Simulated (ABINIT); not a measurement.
# BN in ABINIT: the effect of functional

The system is BN.

```
N B
1.0
     1.25112    0.72234    3.37293
    -1.25112    0.72234    3.37293
     0.00000   -1.44467    3.37293
N B
1 1
Cartesian
  0.0000 0.0000 6.7517
  0.0000 0.0000 0.0033
```

The cell is a database's computed one.

Alike in all runs:

| Quantity | Value |
| --- | --- |
| Program | ABINIT 10.8.3 (patched build) |
| Task | band structure |
| Potentials or basis | JTH PAW PBE v2.0 |
| Cutoff | 844 eV |
| k mesh | 12 × 12 × 12 |
| Occupations | fermi-dirac, width 0.05 eV |
| Spin | no spin polarisation |

Task: One run gave: gap on the mesh 4.74 eV; pressure 2.0 GPa. Which functional did it use?
A. AM05
B. PBEsol
C. SCAN
D. LDA
E. r2SCAN

Result: C.

| functional | gap on the mesh (eV) | pressure (GPa) |
| --- | --- | --- |
| LDA | 4.10 | -3.8 |
| PBEsol | 4.17 | 1.0 |
| BLYP | 4.35 | 5.4 |
| AM05 | 4.22 | 1.5 |
| r2SCAN | 4.80 | 3.4 |
| SCAN | 4.74 | 2.0 |

Caveats: the PAW data sets were made with another functional, which shifts forces and pressure a little; the atomic spheres overlap.

A k mesh can miss the band edges.
